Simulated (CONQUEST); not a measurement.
The system is KI.

```
I K
1.0
     4.99610    0.00000    0.00000
     0.00000    4.99610    0.00000
     0.00000    0.00000    7.06555
I K
2 2
Direct
  0.00000 0.00000 0.50000
  0.50000 0.50000 0.00000
  0.00000 0.00000 0.00000
  0.50000 0.50000 0.50000
```

| Item | Value |
| --- | --- |
| Program | CONQUEST 1.3 |
| Task | single point |
| Functional | PBE |
| Potentials or basis | PseudoDojo NC PBE, DZP, grid cutoff 120 Ha |
| k mesh | 6 × 6 × 4 |
| Occupations | fermi-dirac, width 0.05 eV |
| Spin | no spin polarisation |

On this cell: pressure 0.5 GPa; largest force zero by symmetry; band gap on the k mesh 4.05 eV.

The same run follows on a disturbed copy (atoms moved at random, drawn with an rms of 0.05 Å):

```
I K
1.0
     4.99610    0.00000    0.00000
     0.00000    4.99610    0.00000
     0.00000    0.00000    7.06555
I K
2 2
Direct
  0.49403 0.49555 0.00805
  0.99403 0.99555 0.50805
  0.00223 0.00404 0.00286
  0.50223 0.50404 0.50286
```

Task: What does the disturbed cell give?

Result: The energy moves by +1.5 meV/atom; pressure 0.6 GPa; largest force 0.079 eV/Å; band gap on the k mesh 4.05 eV.

Forces on the atoms (eV/Å):
```
I    0.044  0.053 -0.038
I    0.044  0.053 -0.038
K   -0.046 -0.047  0.037
K   -0.046 -0.047  0.037
```

The forces don't sum to zero, so they hold noise of the program's grid.

Caveats: the box holds several primitive cells, so bands are folded and the points are those of the box's own zone; spin-orbit coupling is left out, which moves the levels of the heavy elements; the basis of atomic orbitals isn't converged, which shifts pressures, moduli and gaps; the real-space grid breaks the cell's symmetry a little (some runs).

A k mesh can miss the band edges.
